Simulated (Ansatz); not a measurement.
# Electron scattering at the Σ9 (114) boundary in bcc Mo with Co (substitutional)

How much does the Σ9 (114) boundary in bcc Mo with Co (substitutional) reflect electrons?

Method: Ansatz plane-wave DFT, PBE, PAW files, collinear spin; relaxation of a bicrystal slab with its lowest layers held; PAW set soft_1, in the first sound run; inputs show where later runs differ, in Ansatz 0.2.0.

### Step 1. The structure

The cell holds 25 atoms: 24 Mo and 1 Co. Cell: a = 5.219 Å, b = 4.451 Å, c = 29.544 Å, α = 90.0°, β = 90.0°, γ = 64.8°. It derives from Mo. built on the (1 1 4) plane; 2 overlapping atoms removed and the grains opened by 0 Å. Vacuum lies along c.

### Step 2. Relaxing the bicrystal

The boundary is built by mirroring the lower grain in the boundary plane and removing any atoms that overlap; then the Co is put in at the boundary. A thin bicrystal slab is relaxed first, with the lowest layers held and the upper grain free to shift and open.

input.yaml

```yaml
crystal:
  lattice:
    - [5.2187091076, 0.0, 0.0]
    - [1.8977124028, 4.0256559262, 0.0]
    - [0.0, 0.0, 29.5438753375]
  atoms:
    - { symbol: Mo, position: [0.8888888887, 0.0555555556, 0.1692398151] }
    - { symbol: Mo, position: [0.4444444443, 0.7777777778, 0.1943467114] }
    - { symbol: Mo, position: [0.9999999999, 0.5, 0.2194536077] }
    - { symbol: Mo, position: [0.5555555555, 0.2222222223, 0.2445605039] }
    - { symbol: Mo, position: [0.111111111, 0.9444444445, 0.2696674002] }
    - { symbol: Mo, position: [0.6666666666, 0.6666666667, 0.2947742965] }
    - { symbol: Mo, position: [0.2222222222, 0.3888888889, 0.3198811927] }
    - { symbol: Mo, position: [0.7777777777, 0.1111111111, 0.344988089] }
    - { symbol: Mo, position: [0.3333333333, 0.8333333333, 0.3700949853] }
    - { symbol: Mo, position: [0.8888888889, 0.5555555556, 0.3952018815] }
    - { symbol: Mo, position: [0.4444444444, 0.2777777778, 0.4203087778] }
    - { symbol: Co, position: [0.0, 0.0, 0.4454156741], spin: 2.0 }
    - { symbol: Mo, position: [0.8888888889, 0.5555555556, 0.4956294666] }
    - { symbol: Mo, position: [0.3333333333, 0.8333333333, 0.5207363629] }
    - { symbol: Mo, position: [0.7777777777, 0.1111111111, 0.5458432592] }
    - { symbol: Mo, position: [0.2222222222, 0.3888888889, 0.5709501554] }
    - { symbol: Mo, position: [0.6666666666, 0.6666666667, 0.5960570517] }
    - { symbol: Mo, position: [0.111111111, 0.9444444445, 0.621163948] }
    - { symbol: Mo, position: [0.5555555555, 0.2222222223, 0.6462708442] }
    - { symbol: Mo, position: [0.9999999999, 0.5, 0.6713777405] }
    - { symbol: Mo, position: [0.4444444443, 0.7777777778, 0.6964846368] }
    - { symbol: Mo, position: [0.8888888887, 0.0555555556, 0.721591533] }
    - { symbol: Mo, position: [0.3333333332, 0.3333333334, 0.7466984293] }
    - { symbol: Mo, position: [0.7777777776, 0.6111111112, 0.7718053256] }
    - { symbol: Mo, position: [0.222222222, 0.888888889, 0.7969122219] }
magnetization:
  spin_polarized: true
kpoints:
  mp_grid: { grid: [6, 6, 1] }
hamiltonian:
  xc: pbe
  pseudopotentials: { kind: paw, azcp: { folder: soft_1 } }
scf:
  occupations: { method: fermi_dirac, width: 0.1 }
relax:
  f_tol: 0.03
  max_steps: 80
  constraints: [{ sites: [0, 1, 2, 3, 4] }]
```

The run is started by

```sh
ansatz run input.yaml --threads 4 --pin off --max-ram 15360MiB --backend cpu --events-out ev --progress --plain --runs-dir out
```

Numbers of over 12 decimals in the logs are rounded to 6 here.

What it wrote:

```text
Engine: ansatz 0.2.0, aarch64-unknown-linux-gnu
Pseudopotentials: kind: paw
Pseudopotential: Mo, paw, valence charge 14, recommended cutoff 420 eV (normal), soft_1/Mo.paw.azcp
Pseudopotential: Co, paw, valence charge 17, recommended cutoff 420 eV (normal), soft_1/Co.paw.azcp
Functional definition: PBE
  parameter kappa = 0.804
  parameter beta = 0.066725
  exchange = pbe_x(kappa = kappa, mu = beta*pi^2/3)
  correlation = pbe_c(beta = beta)
Crystal: 25 atoms, lattice volume = 620.679 Å³
Basis set: ecut = 420 eV, 12199 PW (Γ), exchange–correlation on 72×60×400 points (8 copies of the dense FFT grid, shifted against one another)
Bands: 213, of which v1, the nominal top of the filled ones, is band 177 counted from 1 (176 counted from 0)
Symmetry: 2 space group operations
Space group: Cm (ITA 8), of the structure as read, at distance tolerance 8.5e-5 Å
Magnetic group: BNS 8.32 (UNI 39), of the structure as read, at distance tolerance 8.5e-5 Å
k-points: 13 of 36 (time reversal used)
Non-local potential: Mo, projectors of the file, l = 0: 3, l = 1: 2, l = 2: 2, l = 3: 1
Non-local potential: Co, projectors of the file, l = 0: 3, l = 1: 2, l = 2: 3, l = 3: 1
PAW form: soft (Blöchl's): semilocal exchange-correlation on the pseudo side does not see the compensation charge
PAW one-centre angular grid: Mo, 590 points (default); XC on 64 Gauss nodes
PAW one-centre angular grid: Co, 590 points (default); XC on 64 Gauss nodes
Initial density: superposition of atomic densities (neutral atoms: chi_scale 0, normalization atom)
Starting moments: Σ|m| = 2 μB on 1 of 25 sites
Initial wavefunctions: pseudopotential atomic-orbital guess
Functional: x = pbe(κ = 0.804, μ = 0.219515), c = pbe(β = 0.066725)
SCF iter   1: F=—  HF=-124079.134499 eV  |F-HF|=—  |Δ(HF+E_count)|=         —  Δρ=4.43e-2 (↑4.37e-2 ↓4.43e-2)  dr2=2.27e2  dr2_m=4.10e-2  M=1.720 μB ∫|m|=2.177 μB  β_m=0.30  ethr=3.10e-3  ⟨swp⟩=7.7  Hψ=23558  notcnv=0
Mixer restart at iter 1: flushing history
preconditioner: auto → LDOS  [metal: Δε(μ)=0.009 eV  Ē_g=4.337 eV  σ=0.100 eV  W_gap=0.02  n_scr=156 (ndim 8)  ℏωp=18.4 eV  f_vac=0.289  D(μ)=19.40/eV (n_scr^D=128)]
spin=Collinear: LDOS preconditioning applied to the charge; magnetization (m = ρ↑ − ρ↓) channel mixes plain (no charge-response kernel on spin).
SCF iter   2: F=—  HF=-124063.962261 eV  |F-HF|=—  |Δ(HF+E_count)|=    1.52e1  Δρ=2.61e-2 (↑2.54e-2 ↓2.61e-2)  dr2=6.00e1  dr2_m=2.67e-2  M=1.688 μB ∫|m|=2.196 μB  β_m=0.46  ethr=3.10e-3  ⟨swp⟩=3.7  Hψ=12843  notcnv=0
SCF iter   3: F=—  HF=-124059.511054 eV  |F-HF|=—  |Δ(HF+E_count)|=    4.45e0  Δρ=8.57e-3 (↑8.46e-3 ↓8.57e-3)  dr2=1.10e1  dr2_m=1.82e-2  M=1.579 μB ∫|m|=2.202 μB  β_m=0.62  ethr=3.10e-3  ⟨swp⟩=6.3  Hψ=15489  notcnv=0
SCF iter   4: F=—  HF=-124059.445729 eV  |F-HF|=—  |Δ(HF+E_count)|=   6.53e-2  Δρ=4.46e-3 (↑3.47e-3 ↓4.46e-3)  dr2=2.52e-1  dr2_m=2.01e-2  M=1.534 μB ∫|m|=2.175 μB  β_m=0.75  ethr=3.10e-3  ⟨swp⟩=1.6  Hψ=6147  notcnv=0
SCF iter   5: F=—  HF=-124059.553422 eV  |F-HF|=—  |Δ(HF+E_count)|=         —  Δρ=5.38e-3 (↑4.53e-3 ↓5.38e-3)  dr2=1.06e-1  dr2_m=1.35e-1  M=1.291 μB ∫|m|=1.922 μB  β_m=0.75  ethr=7.13e-5  ⟨swp⟩=2.6  Hψ=8902  notcnv=0
SCF iter   6: F=—  HF=-124059.556486 eV  |F-HF|=—  |Δ(HF+E_count)|=   3.06e-3  Δρ=3.29e-3 (↑2.15e-3 ↓3.29e-3)  dr2=4.43e-2  dr2_m=4.13e-2  M=1.225 μB ∫|m|=1.828 μB  β_m=0.87  ethr=3.02e-5  ⟨swp⟩=2.0  Hψ=7317  notcnv=0
SCF iter   7: F=—  HF=-124059.567545 eV  |F-HF|=—  |Δ(HF+E_count)|=   1.11e-2  Δρ=1.86e-3 (↑1.86e-3 ↓1.09e-3)  dr2=5.23e-2  dr2_m=1.22e-3  M=1.151 μB ∫|m|=1.710 μB  β_m=0.65  ethr=1.25e-5  ⟨swp⟩=2.3  Hψ=10629  notcnv=0
SCF iter   8: F=—  HF=-124059.556781 eV  |F-HF|=—  |Δ(HF+E_count)|=   1.08e-2  Δρ=2.72e-4 (↑2.72e-4 ↓2.70e-4)  dr2=1.72e-3  dr2_m=3.40e-4  M=1.137 μB ∫|m|=1.688 μB  β_m=0.73  ethr=1.25e-5  ⟨swp⟩=2.0  Hψ=10530  notcnv=0
SCF iter   9: F=—  HF=-124059.556642 eV  |F-HF|=—  |Δ(HF+E_count)|=   1.39e-4  Δρ=2.25e-4 (↑2.25e-4 ↓8.42e-5)  dr2=6.16e-4  dr2_m=4.07e-5  M=1.125 μB ∫|m|=1.664 μB  β_m=0.69  ethr=4.87e-7  ⟨swp⟩=2.5  Hψ=9553  notcnv=0
SCF iter  10: F=—  HF=-124059.556618 eV  |F-HF|=—  |Δ(HF+E_count)|=   2.46e-5  Δρ=2.65e-5 (↑2.35e-5 ↓2.65e-5)  dr2=6.98e-5  dr2_m=1.76e-6  M=1.118 μB ∫|m|=1.649 μB  β_m=0.70  ethr=1.74e-7  ⟨swp⟩=2.0  Hψ=9742  notcnv=0
SCF iter  11: F=—  HF=-124059.556621 eV  |F-HF|=—  |Δ(HF+E_count)|=   3.57e-6  Δρ=1.53e-5 (↑1.53e-5 ↓1.30e-5)  dr2=2.47e-6  dr2_m=8.70e-7  M=1.118 μB ∫|m|=1.648 μB  β_m=0.69  ethr=1.98e-8  ⟨swp⟩=2.0  Hψ=7128  notcnv=0
SCF iter  12: F=-124059.556622 eV  HF=-124059.556622 eV  |F-HF|=4.38e-8  |Δ(HF+E_count)|=   5.72e-7  Δρ=6.71e-6 (↑6.71e-6 ↓5.05e-6)  dr2=2.65e-7  dr2_m=1.46e-7  M=1.118 μB ∫|m|=1.648 μB  ethr=7.00e-10  ⟨swp⟩=1.2  Hψ=18015  notcnv=0
SCF 1 converged in 12 iterations: F = -124059.556622 eV  dr2 = 2.65e-7
  greatest PAW one-centre occupation: 1.000 electrons in one spin orbital (limit 2), on the Co atom at site 11 (counted from 0), in its partial waves of l = 1
relax step   1: F+E_penalty+E_count = -124059.55662193 eV  Δ(F+E_penalty+E_count) = +0.000e0 eV  max|allowed force component| = 2.167e0 eV/Å  Δτ_max = 0.0000 Å  (12 SCF iters, dr2 threshold 2.25e-5 eV, accepted)
Initial density: handed on by an earlier stage of this run
Starting moments: Σ|m| = 2 μB on 1 of 25 sites; this step starts from the density that it was given
Initial wavefunctions: those handed on with the density
iter 1 solved again at ethr=1.05e-3 eV; its pass at ethr=3.10e-3 eV (dr2=3.71e0 eV) is discarded
SCF iter   1: F=—  HF=-124060.462111 eV  |F-HF|=—  |Δ(HF+E_count)|=         —  Δρ=6.65e-3 (↑6.65e-3 ↓6.65e-3)  dr2=3.98e0  dr2_m=2.03e-2  M=1.029 μB ∫|m|=1.527 μB  β_m=0.30  ethr=1.05e-3  ⟨swp⟩=1.7  Hψ=18071  notcnv=0
preconditioner: auto → LDOS  [metal: Δε(μ)=0.010 eV  Ē_g=3.770 eV  σ=0.100 eV  W_gap=0.02  n_scr=156 (ndim 8)  ℏωp=18.4 eV  f_vac=0.295  D(μ)=22.61/eV (n_scr^D=170)]
spin=Collinear: LDOS preconditioning applied to the charge; magnetization (m = ρ↑ − ρ↓) channel mixes plain (no charge-response kernel on spin).
SCF iter   2: F=—  HF=-124060.344529 eV  |F-HF|=—  |Δ(HF+E_count)|=   1.18e-1  Δρ=4.49e-3 (↑4.44e-3 ↓4.49e-3)  dr2=1.66e0  dr2_m=1.68e-2  M=1.007 μB ∫|m|=1.500 μB  β_m=0.56  ethr=1.05e-3  ⟨swp⟩=1.2  Hψ=5555  notcnv=0
SCF iter   3: F=—  HF=-124060.287902 eV  |F-HF|=—  |Δ(HF+E_count)|=   5.66e-2  Δρ=1.31e-3 (↑1.31e-3 ↓1.27e-3)  dr2=1.56e-2  dr2_m=7.88e-3  M=0.940 μB ∫|m|=1.416 μB  β_m=0.68  ethr=4.69e-4  ⟨swp⟩=4.1  Hψ=7476  notcnv=0  defer=2
[...]
relax step   9: F+E_penalty+E_count = -124061.45220902 eV  Δ(F+E_penalty+E_count) = -1.127e-3 eV  max|allowed force component| = 3.286e-2 eV/Å  Δτ_max = 0.0285 Å  (10 SCF iters, accepted)
SCF iter   1: F=—  HF=-124061.452387 eV  |F-HF|=—  |Δ(HF+E_count)|=         —  Δρ=6.78e-4 (↑6.46e-4 ↓6.78e-4)  dr2=7.69e-3  dr2_m=1.21e-3  M=-0.000 μB ∫|m|=0.001 μB  β_m=0.65  ethr=2.58e-5  ⟨swp⟩=2.2  Hψ=9366  notcnv=0
preconditioner: auto → LDOS  [metal: Δε(μ)=0.013 eV  Ē_g=3.894 eV  σ=0.100 eV  W_gap=0.03  n_scr=102 (ndim 8)  ℏωp=18.4 eV  f_vac=0.319  D(μ)=22.21/eV (n_scr^D=168)]
spin=Collinear: LDOS preconditioning applied to the charge; magnetization (m = ρ↑ − ρ↓) channel mixes plain (no charge-response kernel on spin).
SCF iter   2: F=—  HF=-124061.452422 eV  |F-HF|=—  |Δ(HF+E_count)|=   3.48e-5  Δρ=2.41e-4 (↑2.41e-4 ↓2.37e-4)  dr2=1.02e-3  dr2_m=1.53e-4  M=-0.000 μB ∫|m|=0.001 μB  β_m=0.56  ethr=2.18e-6  ⟨swp⟩=2.1  Hψ=9589  notcnv=0
SCF iter   3: F=—  HF=-124061.452482 eV  |F-HF|=—  |Δ(HF+E_count)|=   6.06e-5  Δρ=6.58e-5 (↑6.20e-5 ↓6.58e-5)  dr2=8.59e-5  dr2_m=8.77e-6  M=-0.000 μB ∫|m|=0.000 μB  β_m=0.56  ethr=2.89e-7  ⟨swp⟩=2.2  Hψ=7205  notcnv=0
SCF iter   4: F=—  HF=-124061.452489 eV  |F-HF|=—  |Δ(HF+E_count)|=   6.63e-6  Δρ=1.97e-5 (↑1.97e-5 ↓1.96e-5)  dr2=7.90e-6  dr2_m=1.58e-7  M=-0.000 μB ∫|m|=0.000 μB  β_m=0.52  ethr=2.43e-8  ⟨swp⟩=2.5  Hψ=10382  notcnv=0
SCF iter   5: F=—  HF=-124061.452488 eV  |F-HF|=—  |Δ(HF+E_count)|=   1.11e-6  Δρ=5.82e-6 (↑5.81e-6 ↓5.82e-6)  dr2=8.51e-7  dr2_m=1.75e-8  M=-0.000 μB ∫|m|=0.000 μB  β_m=0.60  ethr=2.24e-9  ⟨swp⟩=2.9  Hψ=11467  notcnv=0
SCF iter   6: F=—  HF=-124061.452488 eV  |F-HF|=—  |Δ(HF+E_count)|=   1.93e-7  Δρ=2.50e-6 (↑2.50e-6 ↓2.25e-6)  dr2=1.25e-7  dr2_m=2.74e-9  M=-0.000 μB ∫|m|=0.000 μB  β_m=0.67  ethr=2.41e-10  ⟨swp⟩=2.3  Hψ=7959  notcnv=0
SCF iter   7: F=—  HF=-124061.452488 eV  |F-HF|=—  |Δ(HF+E_count)|=   1.17e-7  Δρ=7.08e-7 (↑7.08e-7 ↓6.30e-7)  dr2=1.74e-8  dr2_m=6.33e-10  M=-0.000 μB ∫|m|=0.000 μB  β_m=0.69  ethr=3.54e-11  ⟨swp⟩=3.3  Hψ=10532  notcnv=0
SCF iter   8: F=-124061.452488 eV  HF=-124061.452488 eV  |F-HF|=5.04e-8  |Δ(HF+E_count)|=   3.19e-8  Δρ=1.01e-6 (↑8.35e-7 ↓1.01e-6)  dr2=4.72e-8  dr2_m=6.59e-11  M=-0.000 μB ∫|m|=0.000 μB  ethr=4.92e-12  ⟨swp⟩=1.4  Hψ=17330  notcnv=0
the starting moments were not kept: the SCF closed with an absolute magnetisation of 5.7e-5 μB, where they sum to 2 μB in size (1 site). That is at most 0.1 of that sum. Measured as dr2_m measures the in/out step, that magnetisation stands 2.6e-9 eV from none, at or under the dr2_threshold of 1.0e-7 eV: it is no larger than a step whose dr2_m would equal this threshold.
SCF 10 converged in 8 iterations: F = -124061.452488 eV  dr2 = 4.72e-8
relax step  10: F+E_penalty+E_count = -124061.45248829 eV  Δ(F+E_penalty+E_count) = -2.793e-4 eV  max|allowed force component| = 2.235e-2 eV/Å  Δτ_max = 0.0096 Å  (8 SCF iters, accepted)
SCF converged after 8 iterations
Magnetization: -0.0000 μB (176.5000 up, 176.5000 down)
Absolute magnetization: 0.0001 μB (∫|ρ↑−ρ↓|, with the PAW one-centre terms)
Spin contamination: 0.0000 ħ² per cell (⟨S²⟩ above its minimum at these occupations)
Per-site moments (μB) at R_I (Å): [(1.433777286900564e-6, 1.124220), (1.5528143749489728e-6, 1.124220), (-1.2832391689710159e-7, 1.117009), (-3.233221819575276e-7, 1.117779), (-1.9392249065671085e-7, 1.118548), (2.4976722517969003e-7, 1.117009), (2.674863921296891e-7, 1.072969), (-1.1478496515079673e-7, 1.100970), (3.0683063717017134e-7, 1.031666), (-1.6418450971353268e-6, 1.039672), (-2.8876626985819925e-7, 1.090496 [...]
Free energy (F): -124061.452488 eV
Harris-Foulkes:  -124061.452488 eV  (|F-HF|=5.04e-8)
Internal energy: -124060.725113 eV  (E = F + TS)
E sigma→0 (E₀):  -124061.088801 eV
Entropy (-TS):   -0.727375 eV (-29.095 meV/atom)
Fermi energy:    11.635228 eV
--- Per-component energies (eV) ---
  E_band       = -4805.315526
  E_kinetic    = 10406.571391
  E_local      = -390494.510975  (includes V_loc(G=0)·N_el)
  E_nonlocal   = 4001.499430
  E_hartree    = 190523.430407
  E_xc         = -4309.077093
  E_vxc        = -5374.483502  (∫ρ·V_xc dr)
  E_paw        = -78656.901834  (= ΣΔE_a)
  E_vpaw       = -4391.344653  (= ΣTr[D̂ρ^β])
  E_aug_tail   = 0.001149  (compensation charges beyond the density's cutoff)
  E_ewald      = 144468.262411
  E_smearing   = -0.727375  (= −TS)
  E_closure    = 0.000000  (closes the sum)
  Σ components = -124061.452488   (vs F -124061.452488, Δ=0.00e0)
--- Forces (eV/Å), atoms counted from 1 ---
  atom   1  Mo     0.26554050    -0.12517699     2.15838771
  atom   2  Mo    -0.37748794     0.17794952     0.27005753
  atom   3  Mo    -0.07376079     0.03477117    -0.94654366
  atom   4  Mo    -0.09534561     0.04494635    -1.29972860
  atom   5  Mo     0.28941883    -0.13643334    -0.17727254
  atom   6  Mo    -0.00019343     0.00009118    -0.00253792
  atom   7  Mo    -0.00161639     0.00076197    -0.00259589
  atom   8  Mo    -0.00548338     0.00258489     0.00182603
  atom   9  Mo     0.00514292    -0.00242440     0.00051568
  atom  10  Mo     0.01702273    -0.00802459    -0.00306993
  atom  11  Mo    -0.02234855     0.01053521    -0.00220779
  atom  12  Co     0.00834305    -0.00393295     0.00152736
  atom  13  Mo    -0.00497292     0.00234426     0.01248987
  atom  14  Mo     0.00362485    -0.00170877    -0.00273578
  atom  15  Mo    -0.00193665     0.00091295    -0.00180342
  atom  16  Mo    -0.00314627     0.00148317    -0.00262333
  atom  17  Mo     0.00061904    -0.00029182     0.00076762
  atom  18  Mo     0.00078660    -0.00037081     0.00240755
  atom  19  Mo    -0.00005958     0.00002808    -0.00344842
  atom  20  Mo    -0.00199761     0.00094168     0.00099272
  atom  21  Mo     0.00104456    -0.00049241     0.00058745
  atom  22  Mo    -0.00347639     0.00163879    -0.00349630
  atom  23  Mo     0.00245842    -0.00115891    -0.00173052
  atom  24  Mo    -0.00157735     0.00074357    -0.00045728
  atom  25  Mo    -0.00065340     0.00030801     0.00065711
  max |Σ_I F_I| component: 5.48e-5 eV/Å
--- Relaxed structure (10 steps of the walk, 9 accepted, 0 SCFs on fresh bases) ---
  F+E_penalty+E_count = -124061.45248829 eV   max|allowed force component| = 2.235e-2 eV/Å
  atoms:
    - { symbol: Mo, position: [0.8888888887, 0.055556, 0.1692398151] }
    - { symbol: Mo, position: [0.4444444443, 0.777778, 0.194347] }
    - { symbol: Mo, position: [1.000000, 0.50000000005, 0.2194536077] }
    - { symbol: Mo, position: [0.5555555555, 0.222222, 0.2445605039] }
    - { symbol: Mo, position: [0.111111, 0.9444444445, 0.2696674002] }
    - { symbol: Mo, position: [0.665199, 0.667400, 0.293880] }
    - { symbol: Mo, position: [0.223199, 0.388401, 0.320534] }
    - { symbol: Mo, position: [0.768668, 0.115666, 0.344817] }
    - { symbol: Mo, position: [0.336943, 0.831528, 0.373044] }
    - { symbol: Mo, position: [0.890638, 0.554681, 0.390735] }
    - { symbol: Mo, position: [0.408900, 0.295550, 0.429325] }
    - { symbol: Co, position: [-0.031780, 0.015890, 0.433834] }
    - { symbol: Mo, position: [0.830165, 0.584917, 0.475497] }
    - { symbol: Mo, position: [0.296742, 0.851629, 0.496028] }
    - { symbol: Mo, position: [0.734288, 0.132856, 0.522372] }
    - { symbol: Mo, position: [0.185645, 0.407178, 0.545786] }
    - { symbol: Mo, position: [0.623435, 0.688282, 0.572117] }
    - { symbol: Mo, position: [0.070348, 0.964826, 0.597299] }
    - { symbol: Mo, position: [0.515881, 0.242059, 0.622807] }
    - { symbol: Mo, position: [0.965614, 0.517193, 0.646939] }
    - { symbol: Mo, position: [0.412839, 0.793580, 0.672533] }
    - { symbol: Mo, position: [0.850928, 0.074536, 0.700206] }
    - { symbol: Mo, position: [0.293348, 0.353326, 0.724711] }
    - { symbol: Mo, position: [0.718886, 0.640557, 0.745504] }
    - { symbol: Mo, position: [0.197147, 0.901426, 0.767494] }
```

Elapsed: 29 min, on 4 threads of Arm Neoverse V1, shared host; peak memory 3.9 GiB; 1.9 h of CPU time.

Relaxation path:

```tsv
step	energy less that of the first step (eV)	largest force component (eV/Å)
1	0.0000	2.1675
2	-0.7303	0.6044
3	-1.2586	0.4412
4	-1.5625	0.2967
5	-1.7954	0.1624
6	-1.8850	0.1568
7	-1.8770	0.3547
8	-1.8945	0.0575
9	-1.8956	0.0329
10	-1.8959	0.0223
```

Relaxation step 7 was tried and not accepted.

Forces are held to the 2 operations that the run works with; a distortion that breaks them can't arise in this run.

The atoms that moved most (Å):

```tsv
atom	dx	dy	dz	length
Mo25	-0.107	0.050	-0.869	0.877
Mo24	-0.251	0.119	-0.777	0.825
Mo16	-0.156	0.074	-0.743	0.763
Mo14	-0.156	0.074	-0.730	0.750
Mo20	-0.147	0.069	-0.722	0.740
Mo17	-0.185	0.087	-0.707	0.736
Mo18	-0.174	0.082	-0.705	0.731
Mo15	-0.186	0.088	-0.693	0.723
```

Numbers from this step:

| Quantity | Value |
| --- | --- |
| free energy | -124061.4525 eV |
| energy at zero smearing | -124061.0888 eV |
| Fermi energy | 11.64 eV |

The largest force component on a free atom ends at 0.022 eV/Å, under the tolerance of 0.03, after 10 steps.

[end of part 1 of 2]

[Logs are printed without paths, hosts, clocks, repeated set-up lines and the standing remarks that a program may print on its own settings, such as how far it seeks lower states.]

[Hosts, paths, dates, database ids (printed as entryN), source tags and the programs' standing remarks are cut or masked in the printed files.]
